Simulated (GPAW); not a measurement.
Runs of GPAW 26.7.0 on KBr. Symmetry: Fm-3m, No. 225, cubic system. Conventional cell: a = 6.600 Å, b = 6.600 Å, c = 6.600 Å, α = 90.00°, β = 90.00°, γ = 90.00°. Around Br (site symmetry m-3m) lie 6 K at 3.30 Å. Around K (site symmetry m-3m) lie 6 Br at 3.30 Å. 

```tsv
task	level	potentials or basis	spin	k mesh	cutoff (eV)	band path	band points	spin axis theta (degrees)	spin axis phi (degrees)	eigensolver	gap on the mesh (eV)	pressure (GPa)
band structure	rSCAN	GPAW PAW data sets (gpaw-data 1.2.1), pw	SOC, no magnetisation	6 × 6 × 6	600	GXWKGLUWLK,UX	80	0	0	-	4.84	0.0
band structure	GLLB-SC	the program's PAW data sets (release 1.2.1) made for this functional, pw	off	6 × 6 × 6	600	GXWKGLUWLK,UX	60	-	-	-	8.49	-
band structure	PBEsol	PAW data sets generated in the run's folder for this functional, pw	SOC, no magnetisation	6 × 6 × 6	600	GXWKGLUWLK,UX	100	90	0	-	(a)	-0.3
one-shot levels of the hybrid HSE06	LDA	the program's PAW data sets (release 1.2.1) made for this functional, pw	off	4 × 4 × 4	500	-	-	-	-	-	(b)	-1.8
```

Alike in all rows: cell as given; smearing fermi-dirac 0.05 eV.

**Question.** Estimate the missing entries.

**Answer.** (a) 4.12; (b) 4.04.

Caveats: spin-orbit coupling was added after a scalar SCF, so levels and gaps hold it while energy, forces, pressure and moments don't (some runs); this program's spin-orbit splittings come out too wide for heavy elements (some runs); the PAW data sets were made with another functional, which shifts forces and pressure a little (some runs); the GLLB-SC gap is the Kohn-Sham gap of the path plus the derivative discontinuity (some runs); a model potential gives levels but no total energy (some runs); the cutoff is short for stress and forces, so pressures can be off by a GPa or more (some runs); energy and the plain gap are those of the semilocal run (some runs).

A k mesh can miss the band edges, and rows without SOC leave out spin-orbit coupling on Br.

Runs at the PBE level aren't shown here.
